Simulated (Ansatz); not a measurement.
# Ge₃N₄, one structure, two calculations

Cell: an entry of the Crystallography Open Database (COD), whose atoms a relaxation with PBE at fixed cell left in place.

Space group Fd-3m:1 (No. 227); a = 8.3091 Å.

| site | Wyckoff | site symmetry | x | y | z |
| --- | --- | --- | --- | --- | --- |
| Ge1 | 16d | .-3m | 0.1250 | 0.1250 | 0.6250 |
| Ge5 | 8a | -43m | 0.5000 | 0.5000 | 0.0000 |
| N | 32e | .3m | 0.8832 | 0.8832 | 0.3832 |

One atom of each set is listed; the run and its k-mesh use a cell of 14 atoms with edges of 5.88, 5.88, 5.88 Å.

First run. The numbers come from a DFT calculation in Ansatz (PBE, plane waves and PAW, scalar-relativistic, 420 eV cutoff, Γ-centred 6×6×6 k-points, Fermi–Dirac smearing 0.02 eV).

| site | V_zz (10²¹ V/m²) | η |
| --- | --- | --- |
| Ge1 | -0.23 | 0.00 |
| N | 4.23 | 0.00 |

Second run. The same atoms and settings, except that the functional is PBEsol.

**Question.** What does the second run give?

**Answer.** 

```tsv
site	V_zz	η	change of V_zz
Ge1	-0.29	0.00	-0.06
N	4.13	0.00	-0.10
```

The largest change of V_zz is on N, from 4.23 to 4.13. In per cent, |V_zz| changes by -2 on N (all sites that start above 0.5). Sites without a gradient aren't listed.

For the second run: At this cell the PBEsol pressure is -6 GPa, so with PBEsol the cell would shrink if it were relaxed.
